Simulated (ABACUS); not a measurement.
**Si2Ni: single point with PBE**

Crystal: Si2Ni.

```
CELL_PARAMETERS angstrom
0.00000 2.70300 2.70300
2.70300 0.00000 2.70300
2.70300 2.70300 0.00000
ATOMIC_POSITIONS crystal
Ni 0.00000 0.00000 0.00000
Si 0.75000 0.75000 0.75000
Si 0.25000 0.25000 0.25000
```

- Program: ABACUS 3.10.1
- Task: single point
- Functional: PBE
- Potentials or basis: SPMS ONCV 1.0 PBE
- Cutoff: 1333 eV
- Density cutoff: 5333 eV
- Basis: plane waves
- k mesh: 6 × 6 × 6
- Occupations: fermi-dirac, width 0.05 eV
- Spin: collinear spin, ferromagnetic start
- Starting moments: [1.0, 0.0, 0.0] μB
- Radial cutoff of the potentials (pseudo_rcut): 7 bohr
- SCF threshold on the density: 1e-08
- Max SCF steps: 100
- Eigensolver: dav
- Mixing: broyden
- Mixing share: 0.4
- Symmetry key: 1

* Pressure: 4.1 GPa
* Band gap on the k mesh: none (metal or under the smearing width)
* Net moment: 0.00 μB per cell
* Absolute moment: 0.00 μB per cell

Levels at points of the mesh, in eV from the Fermi level:
Spin up:
```
           k point  band 9  band 10  band 11  band 12  band 13  band 14  band 15
(0.00, 0.00, 0.00)   -3.53    -3.53    -0.37     1.65     1.65     1.65     2.23
(0.50, 0.50, 0.50)   -3.76    -3.35    -3.35    -1.51    -1.51     1.72     1.76
(0.50, 0.50, 0.00)   -4.60    -3.65    -3.65    -3.46    -3.12    -0.47     1.38
```
Spin down:
| k point | band 11 | band 12 | band 13 | band 14 | band 15 |
| --- | --- | --- | --- | --- | --- |
| (0.00, 0.00, 0.00) | -0.37 | 1.65 | 1.65 | 1.65 | 2.23 |
| (0.50, 0.50, 0.50) | -3.35 | -1.51 | -1.51 | 1.72 | 1.76 |
| (0.50, 0.50, 0.00) | -3.65 | -3.46 | -3.12 | -0.47 | 1.38 |

It took 13 s on 4 MPI ranks on Intel(R) Xeon(R) Platinum 8488C (Sapphire Rapids) (shared host), peak memory 0.48 GiB a rank.
